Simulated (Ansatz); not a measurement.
# Ti (Ti, hcp): the cost of one run

Method: DFT revPBE, plane waves (420 eV) with PAW, scalar-relativistic; the PAW data stem from PBE, with regenerated cores, in Ansatz 0.2.0.

## Step 1: The structure to begin with

The structure is hexagonal, space group P6_3/mmc (No. 194). The conventional cell has a = 2.950 Å, b = 2.950 Å, c = 4.686 Å, α = 90.00°, β = 90.00°, γ = 120.00°. Ti (site symmetry -6m2) has 12 Ti at 2.90 to 2.95 Å as nearest neighbours.

Coordinates:

```cif
data_structure
_symmetry_space_group_name_H-M 'P 1'
_symmetry_Int_Tables_number 1
_cell_length_a 2.9500
_cell_length_b 2.9500
_cell_length_c 4.6860
_cell_angle_alpha 90.000
_cell_angle_beta 90.000
_cell_angle_gamma 120.000
_cell_volume 35.32
loop_
_atom_site_label
_atom_site_type_symbol
_atom_site_fract_x
_atom_site_fract_y
_atom_site_fract_z
_atom_site_occupancy
Ti1 Ti 0.33333 0.66667 0.25000 1
Ti2 Ti 0.66667 0.33333 0.75000 1
```

The atoms start with moments of +1 ×2 μB.

## Step 2: Relaxation of the cell

File input.yaml:

```yaml
crystal:
  lattice:
    - [2.9499978604, 0.0, 0.0]
    - [-1.4749989302, 2.5547730882, 0.0]
    - [0.0, 0.0, 4.686]
  atoms:
    - { symbol: Ti, position: [0.3333333333, 0.6666666667, 0.25], spin: 1.0 }
    - { symbol: Ti, position: [0.6666666667, 0.3333333333, 0.75], spin: 1.0 }
hamiltonian:
  xc: revpbe
  pseudopotentials:
    kind: paw
    azcp:
      Ti: "pseudopotentials/Ti.paw.azcp"
basis:
  ecutwfc: 420
  fft_grid_basis: typed
kpoints:
  mp_grid: { grid: [12, 12, 7], shift: [0, 0, 0] }
magnetization:
  spin_polarized: true
scf:
  occupations: { method: fermi_dirac, width: 0.05 }
relax:
  max_steps: 60
  f_tol: 0.01
  cell: {}
```

Q: Estimate wall time and peak memory on 2 threads of an x86-64 CPU, shared host.

About 30 s, with a peak of 0.52 GiB.
